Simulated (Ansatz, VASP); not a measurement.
# One calculation of KZnF3, two programs

INCAR

```
  PREC = Accurate
  ENCUT = 520
  EDIFF = 1E-7
  ISMEAR = -1
  SIGMA = 0.02
  LREAL = False
  LASPH = True
  NELM = 80
  ALGO = Normal
  ISIF = 2
  LWAVE = False
  LCHARG = True
  GGA = PE
  LELF = True
  LVHAR = True
  NBANDS = 29
```

KPOINTS

```
Automatic mesh
0
Gamma
  6 6 6
```

The input POSCAR:

```
KZnF3
1.0
    3.9450135464      0.0000000000      0.0000000000
    0.0000000000      3.9450135464      0.0000000000
    0.0000000000      0.0000000000      4.1289367442
K Zn F
1 1 3
Direct
    0.0000000000      0.0000000000      0.0000000000
    0.5000000000      0.5000000000      0.5000000000
    0.5000000000      0.5000000000      0.0000000000
    0.5000000000      0.0000000000      0.5000000000
    0.0000000000      0.5000000000      0.5000000000
```

Input for Ansatz:

```yaml
crystal:
  lattice:
    - [3.9450135464, 0.0, 0.0]
    - [0.0, 3.9450135464, 0.0]
    - [0.0, 0.0, 4.1289367442]
  atoms:
    - { symbol: K, position: [0.0, 0.0, 0.0] }
    - { symbol: Zn, position: [0.5, 0.5, 0.5] }
    - { symbol: F, position: [0.5, 0.5, 0.0] }
    - { symbol: F, position: [0.5, 0.0, 0.5] }
    - { symbol: F, position: [0.0, 0.5, 0.5] }
kpoints:
  mp_grid: { grid: [6, 6, 6] }
  band_path:
    path: [[0.0, 0.0, 0.0], [0.0, 0.5, 0.0], [0.5, 0.5, 0.0], [0.5, 0.5, 0.5]]
    npoints: 1
hamiltonian:
  xc: pbe
scf:
  occupations: { method: fermi_dirac, width: 0.02 }
  n_extra_bands: 5
output:
  forces: true
  stress: true
  eigenvalues: true
```

Change from the starting cell: epitaxial_xy strain -2.5%.

Alike in both runs: task single point; functional PBE; k mesh 6 × 6 × 6; occupations fermi-dirac, width 0.02 eV; no spin polarisation.

|  | VASP | Ansatz |
| --- | --- | --- |
| version | VASP 6.6.1 | Ansatz 0.2.0 |
| potentials or method | VASP PAW PBE potentials, release 64 (K_sv, Zn, F) | plane waves, PAW |
| plane-wave cutoff (eV) | 520 | 420 |
| valence electrons in the cell | 42 | 42 |

```csv
,VASP,Ansatz,Ansatz less VASP
gap on the k mesh at the Fermi level (eV),3.74,3.81,+0.074
pressure (GPa),8.5,8.1,-0.47
largest component of the traceless stress (GPa),3.30,3.11,-0.189
```

The functional is the same, so the differences come from potentials, cutoffs and numerics.

A k mesh can miss the band edges.
